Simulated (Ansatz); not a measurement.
# SiNi3 (Pm-3m) in Ansatz: equation of state

Aim: energy against volume of SiNi3 in PBEsol, for its equilibrium volume and stiffness.

Everything below comes from runs of Ansatz 0.2.0. Logs are shortened: lines on timing, memory, paths and dates and some standing lists are left out, and cuts for length are marked.

### 1 The crystal as given

Symmetry: Pm-3m, No. 221, cubic system. The conventional cell has a = 3.542 Å, b = 3.542 Å, c = 3.542 Å, α = 90.00°, β = 90.00°, γ = 90.00°. Ni (site symmetry 4/mmm) has 8 Ni at 2.50 Å and 4 Si at 2.50 Å as nearest neighbours. Si (site symmetry m-3m) is surrounded by 12 Ni at 2.50 Å.

### 2 Equation of state, PBEsol, collinear spin, ferromagnetic start

Potentials or basis: all-electron LAPW, scalar-relativistic.

No new run: the results of the series are fitted here.

Results:

| Item | Value |
| --- | --- |
| Equilibrium volume | 10.36 Å³/atom (rough: see the caveat) |
| Bulk modulus | 241 GPa (rough) |

Energy against volume, from the lowest point:
```csv
volume (Å³/atom),energy (meV/atom)
10.443,0.00
10.665,5.75
10.887,17.55
11.109,34.71
11.331,56.58
11.554,82.63
11.776,112.35
```

Caveat: the minimum lies outside the volumes run; the starting moments weren't kept.
